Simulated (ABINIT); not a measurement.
Input of an ABINIT 10.8.3 (patched build) run:

Contents of run.abi:

```
# Datasets: ground state, then fixed potential
ndtset 2

# Pseudopotentials
pp_dirpath "./"
pseudos "Ir.GGA_PBE-JTH.xml"

# Structure
acell 2.7090675001 2.7090675001 2.7090675001 Angstrom
rprim
     0.0000000000     0.7071067812     0.7071067812
     0.7071067812     0.0000000000     0.7071067812
     0.7071067812     0.7071067812     0.0000000000
ntypat 1
znucl 77
natom 1
typat 1
xred
     0.0000000000     0.0000000000     0.0000000000

# Plane-wave basis
ecut 462.593566 eV
pawecutdg 34.0

# Exchange and correlation
ixc -109134

# Bands and occupations
occopt 3
tsmear 0.05 eV

# SCF cycle
nstep 100

# Output
iomode 3
prtwf 0
prteig 0
prtebands 0
enunit 1
prtden1 1
prtvha1 1
prtvclmb1 1
prtpot1 1

# Dataset 1
kptopt1 1
ngkpt1 12 12 12
nshiftk1 1
shiftk1 0.0 0.0 0.0
nband1 12
tolvrs1 1.0e-9

# Dataset 2: bands along G-X-W-K-G-L-U-W-L-K
iscf2 -2
getden2 1
nband2 16
nbdbuf2 2
tolwfr2 1.0e-12
kptopt2 -9
ndivsm2 5
prteig2 1
prtvol2 -3
kptbounds2
     0.0000000000     0.0000000000     0.0000000000
     0.5000000000     0.0000000000     0.5000000000
     0.5000000000     0.2500000000     0.7500000000
     0.3750000000     0.3750000000     0.7500000000
     0.0000000000     0.0000000000     0.0000000000
     0.5000000000     0.5000000000     0.5000000000
     0.6250000000     0.2500000000     0.6250000000
     0.5000000000     0.2500000000     0.7500000000
     0.5000000000     0.5000000000     0.5000000000
     0.3750000000     0.3750000000     0.7500000000
```

Potentials or basis: JTH PAW PBE v2.0.

Run with:

```console
$ abinit run.abi > log 2>&1
```

(1) Estimate the pressure.

(2) Predict the band gap on the k mesh.

## Answers

(1) 12.3 GPa.

(2) none (metal or under the smearing width).

Caveat: the PAW data sets were made with another functional, which shifts forces and pressure a little; spin-orbit coupling is left out, which moves the levels of the heavy elements.
